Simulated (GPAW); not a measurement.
# Input and output of a self-consistent single point for CaF₂ (Fm-3m, 3 atoms in the cell) (GPAW)

Method: PBE, GPAW PAW datasets PBE (gpaw-data 1.0.1) (plane waves; GPAW).

The input file:

```python
from ase import Atoms
from ase.units import GPa
from gpaw import GPAW, PW, FermiDirac

atoms = Atoms(['Ca', 'F', 'F'],
              cell=[[0.000000, 2.758025, 2.758025],
                    [2.758025, 0.000000, 2.758025],
                    [2.758025, 2.758025, 0.000000]],
              scaled_positions=[[0.000000, 0.000000, 0.000000],
                                [0.750000, 0.750000, 0.750000],
                                [0.250000, 0.250000, 0.250000]],
              pbc=True)

calc = GPAW(mode=PW(900),
            xc='PBE',
            kpts={'size': (8, 8, 8), 'gamma': True},
            occupations=FermiDirac(0.0),
            nbands=-6,
            convergence={'forces': 0.001, 'bands': -4},
            symmetry={'symmorphic': False, 'tolerance': 0.0005},
            maxiter=120)

atoms.calc = calc

energy = atoms.get_potential_energy()
print('Energy (eV):', round(energy, 6))
forces = atoms.get_forces()
print('Forces (eV/Ang):')
print(forces.round(5))
stress = atoms.get_stress()
print('Stress (GPa, Voigt):', (stress / GPa).round(4))
```

The program printed (abridged):

```
Input parameters:
  convergence: {bands: -4,
                forces: 0.001}
  kpts: {gamma: True,
         size: (8, 8, 8)}
  maxiter: 120
  mode: {ecut: 900.0000000000001,
         name: pw}
  nbands: -6
  occupations: {fixmagmom: False,
                name: fermi-dirac,
                width: 0.0}
  symmetry: {symmorphic: False,
             tolerance: 0.0005}
  xc: PBE

species:
  Ca:
    name: Calcium
    Z: 20.0
    valence: 10
    core: 10
    charge: 0.0
    file: Ca.PBE.gz

    # Using partial waves for Ca as LCAO basis

  F:
    name: Fluorine
    Z: 9.0
    valence: 7
    core: 2
    charge: 0.0
    file: F.PBE.gz

    # Using partial waves for F as LCAO basis

Reference energy: -23939.030803  # eV

Spin-paired calculation

Convergence criteria:
 Maximum [total energy] change in last 3 cyles: 0.0005 eV / valence electron
 Maximum integral of absolute [dens]ity change: 0.0001 electrons / valence electron
 Maximum integral of absolute [eigenst]ate change: 4e-08 eV^2 / valence electron
 Maximum change in the atomic [forces] across last 2 cycles: 0.001 eV/Ang OR
Maximum error relative to the maximum force is below inf
 Maximum number of scf [iter]ations: 120

Symmetries present (total): 48
Symmetries with fractional translations: 0
512 k-points: 8 x 8 x 8 Monkhorst-Pack grid + [1/16,1/16,1/16]
29 k-points in the irreducible part of the Brillouin zone
       k-points in crystal coordinates                weights
   0:     0.00000000    0.00000000    0.00000000          1/512
   1:     0.12500000    0.12500000    0.00000000          6/512
   2:     0.12500000    0.12500000    0.12500000          8/512
   [... 7 lines left out ...]
          ...
  28:     0.50000000    0.50000000    0.50000000          4/512

Wave functions: Plane wave expansion
  Cutoff energy: 900.000 eV
  Number of coefficients (min, max): 2536, 2637
  Pulay-stress correction: 0.000000 eV/Ang^3 (de/decut=0.000000)

Occupation numbers: # Zero width

Eigensolver

Densities:
  Coarse grid: 27*27*27 grid
  Fine grid: 54*54*54 grid
  Total Charge: 0.000000

Density mixing:
  Method: separate
  Backend: pulay
  Linear mixing parameter: 0.05
  old densities: 5
  Damping of long wavelength oscillations: 50

Hamiltonian:
  XC and Coulomb potentials evaluated on a 54*54*54 grid
  External potential:
    NoExternalPotential

XC parameters: PBE with 2 nearest neighbor stencil

Number of atoms: 3
Number of atomic orbitals: 13
Number of bands in calculation: 18
Number of valence electrons: 24
Bands to converge: 14

Density initialized from atomic densities
  13 bands from LCAO basis set
  5 bands from random numbers

Atomic positions and initial magnetic moments

Positions:
   0 Ca     0.000000    0.000000    0.000000    ( 0.0000,  0.0000,  0.0000)
   1 F      4.137037    4.137037    4.137037    ( 0.0000,  0.0000,  0.0000)
   2 F      1.379012    1.379012    1.379012    ( 0.0000,  0.0000,  0.0000)

Unit cell:
           periodic     x           y           z      points  spacing
  1. axis:    yes    0.000000    2.758025    2.758025    27     0.1180
  2. axis:    yes    2.758025    0.000000    2.758025    27     0.1180
  3. axis:    yes    2.758025    2.758025    0.000000    27     0.1180

  Lengths:   3.900436   3.900436   3.900436
  Angles:   60.000000  60.000000  60.000000

Effective grid spacing dv^(1/3) = 0.1287

     iter     time        total  log10-change:
                         energy   eigst   dens  force
iter:   1 --:--:--   -18.231850   +1.81
iter:   2 --:--:--   -18.018020   +0.64  -1.19
iter:   3 --:--:--   -17.394041   +0.30  -1.23
iter:   4 --:--:--   -17.396866   -0.49  -1.48
iter:   5 --:--:--   -19.792425   +0.38  -1.48
iter:   6 --:--:--   -17.833509   -0.21  -1.13
iter:   7 --:--:--   -17.448871   -0.19  -1.45
iter:   8 --:--:--   -17.485057   -0.94  -2.41
iter:   9 --:--:--   -17.447659   -0.88  -2.05
iter:  10 --:--:--   -17.468441   -1.44  -2.33
iter:  11 --:--:--   -17.448846   -2.11  -2.08
iter:  12 --:--:--   -17.446414   -2.42  -2.33
iter:  13 --:--:--   -17.447071c  -2.54  -2.42
iter:  14 --:--:--   -17.443179c  -2.56  -2.42
iter:  15 --:--:--   -17.441888c  -2.76  -2.69
iter:  16 --:--:--   -17.441694c  -3.16  -3.06
iter:  17 --:--:--   -17.441716c  -3.97  -3.74
iter:  18 --:--:--   -17.441699c  -4.93  -3.77
iter:  19 --:--:--   -17.441701c  -5.76  -4.08c
iter:  20 --:--:--   -17.441700c  -6.23  -4.07c
iter:  21 --:--:--   -17.441703c  -5.18  -4.19c
iter:  22 --:--:--   -17.441699c  -5.67  -4.09c
iter:  23 --:--:--   -17.441700c  -6.51  -4.59c
iter:  24 --:--:--   -17.441700c  -6.43  -4.60c
iter:  25 --:--:--   -17.441699c  -7.97c -4.87c
iter:  26 --:--:--   -17.441699c  -7.89c -5.12c -17.00c

Converged after 26 iterations.

Dipole moment: (-0.000000, -0.000000, -0.000000) |e|*Ang

Energy contributions relative to reference atoms: (reference = -23939.030803)

Kinetic:        +18.433030
Potential:      -16.953450
External:        +0.000000
XC:             -18.408329
Entropy (-ST):   +0.000000
Local:           -0.512951
SIC:             +0.000000
--------------------------
Free energy:    -17.441699
Extrapolated:   -17.441699

Showing only first 2 kpts
 Kpt  Band  Eigenvalues  Occupancy
  0    10      0.49988    2.00000
  0    11      0.49988    2.00000
  0    12      7.86266    0.00000
  0    13      9.76940    0.00000

  1    10      0.50921    2.00000
  1    11      0.50922    2.00000
  1    12      8.38658    0.00000
  1    13      9.72838    0.00000

Fermi level: 4.30726

Gap: 7.111 eV
Transition (v -> c):
  (s=0, k=24, n=11, [0.50, 0.50, 0.00]) -> (s=0, k=0, n=12, [0.00, 0.00, 0.00])
Direct/indirect transitions are different
Direct gap: 7.363 eV
Transition at: (s=0, k=0, n=11, [0.00, 0.00, 0.00])
Energy (eV): -17.441699

Forces in eV/Ang:
  0 Ca    0.00000    0.00000    0.00000
  1 F    -0.00000   -0.00000   -0.00000
  2 F    -0.00000    0.00000    0.00000

Stress tensor:
     0.008242     0.000000     0.000000
     0.000000     0.008242     0.000000
     0.000000     0.000000     0.008242
Stress (GPa, Voigt): [1.3204 1.3204 1.3204 0.     0.     0.    ]
```

The run converged in 26 iterations. GPAW prints stress with tension positive.

At such cutoffs GPAW's stress carries a finite-basis (Pulay) error, which enters relaxed cells too; its log prints stress with tension positive.

The starting cell comes from a database of computed structures (which also holds hypothetical and non-ambient phases and stackings), without a prior relaxation at this level.

Cost on one core of a shared machine: roughly 2 min.
